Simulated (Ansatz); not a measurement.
Bi2Te3 (R-3m) under several functionals

**Experimental background.**

From “Unusual non saturating Giant Magneto-resistance in single crystalline Bi2Te3 topological insulator”, 2016, arxiv:1611.02859, for a powder of Bi2Te3 at 300 K: lattice constant a 4.3866 ± 0.0002 Å; lattice constant c 30.4978 ± 0.0013 Å.

Plane-wave DFT in Ansatz with scalar-relativistic PAW potentials. The same structure was relaxed (cell and atoms, symmetry kept) in separate runs at each level. No spin polarisation.

Problem. How do the levels LDA, PBE, PBE+D3(BJ), PBEsol, r2SCAN compare?

Solution.
| level | cutoff (eV) | k mesh | V (Å³/atom) | a (Å) | c (Å) | gap (eV) | B0 (GPa) |
| --- | --- | --- | --- | --- | --- | --- | --- |
| LDA | 420 | 12×12×12 | 32.695 | 4.352 | 29.901 | 0.15 | – |
| PBEsol | 420 | 12×12×12 | 33.599 | 4.381 | 30.323 | 0.22 | – |
| PBE+D3(BJ) | 420 | 12×12×12 | 33.676 | 4.385 | 30.335 | 0.27 | – |
| r2SCAN | 500 | 12×12×12 | 36.433 | 4.419 | 32.319 | 0.88 | – |
| PBE | 420 | 12×12×12 | 36.721 | 4.447 | 32.169 | 0.55 | 11 |

The usual order of volumes, LDA < PBEsol < PBE, holds here (32.695, 33.599, 36.721 Å³/atom). As a rule LDA overbinds; PBEsol, built on the gradient expansion of slowly varying densities, lies between LDA and PBE; PBE's stronger gradient term for exchange weakens bonds. Adding D3 to PBE changes the volume by -8.3 %; the term is attractive, so it pulls cells in, most where layers or molecules are weakly bound. r2SCAN lies 0.8 % under PBE in volume. Each gap belongs to its own cell, so it mixes the functional's effect with that of the volume; gaps are the least found on the k mesh or on a band path.

For PBE: Measured lattice constant a of Bi2Te3: 4.3866 Å (300 K; powder; “Unusual non saturating Giant Magneto-resistance in single crystalline Bi2Te3 topological insulator”, 2016, arxiv:1611.02859). This calculation gives 4.447 Å (+1.4 %). Against the measured lattice constant c of Bi2Te3, 30.4978 Å (300 K; powder; “Unusual non saturating Giant Magneto-resistance in single crystalline Bi2Te3 topological insulator”, 2016, arxiv:1611.02859), the calculated 32.169 Å is off by +5.5 %. So large a difference can come from the functional (as between layers that it hardly binds), but also from another choice of axes, another phase or a misread value. 2 values of this kind are on record (30.497 to 30.4978 Å); this one was drawn at random among those near their median, those with a stated uncertainty first. A miss of over 4 % is beyond the usual error for strongly bound crystals; weak bonds between layers or molecules, another minimum of the same symmetry, another phase or composition in the sample, or a faulty compiled value are the usual causes, and none was traced here. The calculations are for 0 K without zero-point motion.

Spin-orbit coupling is left out, which matters for the bands of heavy elements.